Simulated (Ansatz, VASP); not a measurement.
**One calculation of Zr, two programs**

Contents of INCAR:

```
ALGO = Normal
EDIFF = 1E-7
ENCUT = 520
GGA = PS
ISIF = 2
ISMEAR = -1
LASPH = T
LCHARG = F
LREAL = F
LWAVE = F
NBANDS = 19
NELM = 60
PREC = Accurate
SIGMA = 0.05
```

The input KPOINTS:

```
k-points
0
Gamma
  9 9 5
```

Contents of POSCAR:

```
Zr
1.0
    3.2320000000      0.0000000000      0.0000000000
   -1.6160000000      2.7989941050      0.0000000000
    0.0000000000      0.0000000000      5.1470000000
Zr
2
Direct
    0.6666666667      0.3333333333      0.7500000000
    0.3333333333      0.6666666667      0.2500000000
```

The input input.yaml:

```yaml
crystal:
  lattice:
    - [3.232, 0.0, 0.0]
    - [-1.616, 2.798994105, 0.0]
    - [0.0, 0.0, 5.147]
  atoms:
    - { symbol: Zr, position: [0.6666666667, 0.3333333333, 0.75] }
    - { symbol: Zr, position: [0.3333333333, 0.6666666667, 0.25] }
kpoints:
  mp_grid: { grid: [9, 9, 5] }
  band_path:
    path:
      - [0.0, 0.0, 0.0]
      - [0.5, 0.0, 0.0]
      - [0.3333333333, 0.3333333333, 0.0]
      - [0.0, 0.0, 0.0]
      - [0.0, 0.0, 0.5]
      - [0.5, 0.0, 0.5]
      - [0.3333333333, 0.3333333333, 0.5]
      - [0.0, 0.0, 0.5]
    npoints: 8
scf:
  occupations: { method: fermi_dirac, width: 0.05 }
hamiltonian:
  xc: pbesol
  pseudopotentials:
    kind: all_electron
    lapw: { basis_error: 0.001 }
    relativity: none
output:
  forces: true
  stress: true
  eigenvalues: true
```

Alike in both runs: functional PBEsol; k mesh 9 × 9 × 5; occupations fermi-dirac, width 0.05 eV; no spin polarisation.

```csv
,VASP,Ansatz
version,VASP 6.6.1,Ansatz 0.2.0
potentials or method,"VASP PAW PBE potentials, release 64 (Zr_sv)","all-electron LAPW, non-relativistic"
plane-wave cutoff (eV),520,see its input
task,single point,band structure
```

Ansatz gave:

| Item | Value |
| --- | --- |
| gap on the k mesh at the Fermi level (eV) | none |
| pressure (GPa) | -3.2 |
| largest component of the traceless stress (GPa) | 0.91 |

Question: Which values does VASP return?

Answer: gap on the k mesh at the Fermi level (eV): none; pressure (GPa): -3.2; largest component of the traceless stress (GPa): 0.57.

A gap of «none» marks a metal or a gap that the smearing closes. Ansatz ran all-electron here, so the differences hold the error of VASP's frozen core and of both bases.

Caveats: the PAW data sets were made with another functional, which shifts forces and pressure a little (VASP); relativity is left out, which matters for the heavier elements (Ansatz).
